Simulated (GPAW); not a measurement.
Crystal: AlN.

```
Al N
1.0
     0.00000    2.18399    2.18399
     2.18399    0.00000    2.18399
     2.18399    2.18399    0.00000
Al N
1 1
Direct
  0.00000 0.00000 0.00000
  0.25000 0.25000 0.25000
```

Measurements of this composition are mostly on another form, of space group No. 186.

Program: GPAW 26.7.0. Alike in all runs: no spin polarisation; cell as given.

**Question.** Order these runs on this cell by their band gap on the k mesh, lowest first.
A. level PBE; potentials or basis GPAW PAW data sets (gpaw-data 1.2.1), pw; k mesh 10 × 10 × 10; cutoff (eV) 800; smearing fermi-dirac 0.05 eV; mesh quality not flagged
B. level GLLB-SC; potentials or basis the program's PAW data sets (release 1.2.1) made for this functional, pw; k mesh 10 × 10 × 10; cutoff (eV) 800; smearing fermi-dirac 0.05 eV; band path GXWKGLUWLK,UX; band points 100; mesh quality not flagged
C. level PBEsol; potentials or basis PAW data sets generated in the run's folder for this functional, pw; k mesh 5 × 5 × 5; cutoff (eV) 680; smearing fermi-dirac 0.01 eV; mesh quality coarse

**Answer.** A (3.31 eV), C (3.76 eV), B (6.01 eV).

Caveats: some runs use coarse meshes; an odd mesh through Γ misses points on the zone boundary, where band edges often lie (some runs); the GLLB-SC gap is the Kohn-Sham gap of the path plus the derivative discontinuity (some runs); a model potential gives levels but no total energy (some runs).

A k mesh can miss the band edges, odd and even meshes differently.
